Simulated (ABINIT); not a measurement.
Runs of ABINIT 10.8.3 (patched build) on Si. The structure is hexagonal, space group P6_3/mmc (No. 194). The conventional cell has a = 3.831 Å, b = 3.831 Å, c = 6.333 Å, α = 90.00°, β = 90.00°, γ = 120.00°. Around Si (site symmetry 3m) lie 4 Si at 2.35 to 2.37 Å. This isn't the form of Si at room conditions, which is diamond.

```csv
task,level,potentials or basis,cutoff (eV),fine-grid cutoff,gap on the mesh (eV),pressure (GPa),largest force (eV/Å)
single point,PBE,SG15 NC PBE v1.2,490,-,0.40,1.8,0.01
single point,PBE,Ansatz NC PBE,490,-,0.42,1.4,0.01
band structure,SCAN,JTH PAW PBE v2.0,490,979.61 eV,0.67,-0.7,0.06
band structure,AM05,JTH PAW PBE v2.0,490,979.61 eV,0.36,-0.4,0.01
single point,PBE,SPMS NC PBE v1.0,381,-,0.42,1.3,0.01
single point,PBE,PseudoDojo NC SR PBE v0.4 stringent,490,-,0.42,1.3,0.01
single point,PBE,PseudoDojo NC SR PBE v0.5 standard,490,-,0.42,1.3,0.01
band structure,r2SCAN,JTH PAW PBE v2.0,490,979.61 eV,(b),-0.1,0.01
single point,PBE,PseudoDojo NC SR PBE v0.5 stringent,490,-,0.42,1.3,0.01
band structure,LDA,JTH PAW PBE v2.0,490,979.61 eV,0.31,-1.8,0.01
band structure,PBEsol,JTH PAW PBE v2.0,490,979.61 eV,0.31,(a),0.01
single point,PBE,JTH PAW PBE v2.0,408,816.342 eV,0.43,1.3,0.01
```

Alike in all rows: no spin polarisation; cell as given; k mesh 8 × 8 × 4; smearing fermi-dirac 0.05 eV.

**Question.** Fill in the values left out.

**Answer.** (a) -0.5; (b) 0.61.

Caveats: the PAW data sets were made with another functional, which shifts forces and pressure a little (some runs).

A k mesh can miss the band edges.
